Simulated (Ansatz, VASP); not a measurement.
# CaO in VASP and in Ansatz

```
CELL_PARAMETERS angstrom
0.00000 2.41562 2.41562
2.41562 0.00000 2.41562
2.41562 2.41562 0.00000
ATOMIC_POSITIONS crystal
Ca 0.00000 0.00000 0.00000
O 0.50000 0.50000 0.50000
```

Alike in both runs: functional PBE; k mesh 8 × 8 × 8; occupations gaussian, width 0.02 eV; no spin polarisation.

Ansatz relaxed the structure, and its values are those at the end. VASP's run is a single point on that final structure, the one shown.

|  | VASP | Ansatz |
| --- | --- | --- |
| version | VASP 6.6.1 | Ansatz 0.2.0 |
| potentials or method | VASP PAW PBE potentials, release 64 (Ca_sv, O) | scalar-relativistic, plane waves, PAW |
| plane-wave cutoff (eV) | 520 | 420 |
| valence electrons in the cell | 16 | 16 |

|  | VASP | Ansatz | Ansatz less VASP |
| --- | --- | --- | --- |
| gap on the k mesh at the Fermi level (eV) | 3.64 | 3.66 | +0.018 |
| least direct gap on the mesh (eV) | 4.02 | 4.03 | +0.018 |
| pressure (GPa) | 0.5 | 0.0 | -0.55 |

A k mesh can miss the band edges. As with any semilocal functional, this PBE gap is likely too small.
